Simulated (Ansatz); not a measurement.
Runs of Ansatz 0.2.0 on Si. Symmetry: P6_3/mmc, No. 194, hexagonal system. The conventional cell has a = 3.831 Å, b = 3.831 Å, c = 6.333 Å, α = 90.00°, β = 90.00°, γ = 120.00°. Si (site symmetry 3m) is surrounded by 4 Si at 2.35 to 2.37 Å. This isn't the form of Si at room conditions, which is diamond.

```tsv
task	level	cell	cutoff (eV)	smearing	points for each segment of the path	gap on the mesh (eV)	pressure (GPa)	relaxed volume (Å³/atom)
Born charges and dielectric tensor	LDA	as given	420	fixed	-	0.31	-	-
relaxation of cell and atoms	revPBE	relaxed	420	fermi-dirac 0.05 eV	-	(d)	0.0	(c)
relaxation of cell and atoms	BLYP	relaxed	420	fermi-dirac 0.05 eV	-	(b)	0.0	21.16
relaxation of cell and atoms	BLYP+D4	relaxed	420	fermi-dirac 0.05 eV	-	0.64	0.0	(a)
relaxation of cell and atoms	BLYP+D3(BJ)	relaxed	420	fermi-dirac 0.05 eV	-	0.63	0.0	19.84
relaxation of cell and atoms	revPBE+D4	relaxed	420	fermi-dirac 0.05 eV	-	0.40	0.0	19.61
band structure	r2SCAN	as given	500	fermi-dirac 0.05 eV	14	0.60	0.2	-
band structure	BLYP	as given	420	fermi-dirac 0.05 eV	14	0.65	4.4	-
relaxation of cell and atoms	revPBE+D3(BJ)	relaxed	420	fermi-dirac 0.05 eV	-	0.40	0.0	19.61
```

Alike in all rows: potentials or basis Ansatz PAW; no spin polarisation; k mesh 8 × 8 × 4.

Q: Estimate the missing entries.

A: (a) 19.94; (b) 0.74; (c) 20.71; (d) 0.52.

Caveats: the PAW data sets come from PBE, with cores solved anew for the run's functional, which leaves a small shift of forces and pressure; the plane-wave basis is chosen anew once the cell has moved, so the energies of steps on either side of that aren't comparable (some runs); the gap is small at this level, which inflates the dielectric constant (some runs).

A k mesh can miss the band edges.

Runs at the PBE level aren't shown here.
